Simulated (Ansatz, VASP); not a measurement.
# Two plane-wave programs on MgSi

```
CELL_PARAMETERS angstrom
2.84902 0.00000 0.00000
0.00000 2.84902 0.00000
0.00000 0.00000 4.01966
ATOMIC_POSITIONS crystal
Si 0.50000 0.50000 0.50000
Mg 0.00000 0.00000 0.00000
```

Change from the starting cell: volume scaled by 0.94.

Alike in both runs: task single point; functional PBEsol; k mesh 9 × 9 × 7; occupations fermi-dirac, width 0.05 eV; no spin polarisation.

|  | VASP | Ansatz |
| --- | --- | --- |
| version | VASP 6.6.1 | Ansatz 0.2.0 |
| potentials or method | VASP PAW PBE potentials, release 64 (Si, Mg) | Ansatz PAW |
| plane-wave cutoff (eV) | 520 | 420 |
| valence electrons in the cell | 6 | 14 |

VASP gave:

| Property | Result |
| --- | --- |
| gap on the k mesh at the Fermi level (eV) | none |
| pressure (GPa) | 2.7 |
| largest component of the traceless stress (GPa) | 4.02 |

Q: Estimate Ansatz's values.

A: gap on the k mesh at the Fermi level (eV): none; pressure (GPa): 2.7; largest component of the traceless stress (GPa): 3.99.

A gap of «none» marks a metal or a gap that the smearing closes. With one functional, cell and mesh, what is left measures potentials, basis and numerics. The two sets of potentials don't hold the same shells in valence.

Caveats: the PAW data sets were made with another functional, which shifts forces and pressure a little (VASP); the PAW data sets come from PBE, with cores solved anew for the run's functional, which leaves a small shift of forces and pressure (Ansatz).
